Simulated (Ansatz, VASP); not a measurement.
# One calculation of NaI, two programs

```
Na I
1.0
     0.00000    3.23640    3.23640
     3.23640    0.00000    3.23640
     3.23640    3.23640    0.00000
Na I
1 1
Direct
  0.00000 0.00000 0.90730
  0.50000 0.50000 0.50000
```

Alike in both runs: task single point; functional r2SCAN; k mesh 6 × 6 × 6; occupations gaussian, width 0.05 eV; no spin polarisation.

|  | VASP | Ansatz |
| --- | --- | --- |
| version | VASP 6.6.1 | Ansatz 0.2.0 |
| potentials or method | VASP PAW PBE potentials, release 64 (Na_pv, I) | scalar-relativistic, plane waves, PAW |
| plane-wave cutoff (eV) | 520 | 500 |
| valence electrons in the cell | 14 | 26 |

Ansatz gave:

```
gap on the k mesh at the Fermi level (eV)       : 4.45
least direct gap on the mesh (eV)               : 4.45
pressure (GPa)                                  : 0.9
largest component of the traceless stress (GPa) : 1.16
rms of the force components (eV/Å)              : 0.267
```

Problem. Which values does VASP return?

Solution. gap on the k mesh at the Fermi level (eV): 4.45; least direct gap on the mesh (eV): 4.45; pressure (GPa): 0.8; largest component of the traceless stress (GPa): 1.14; rms of the force components (eV/Å): 0.270.

Atom by atom the forces differ by 0.004 eV/Å (rms over components). The two sets of potentials don't hold the same shells in valence.

Caveats: the PAW data sets were made with another functional, which shifts forces and pressure a little (VASP); spin-orbit coupling is left out, which moves the levels of the heavy elements.
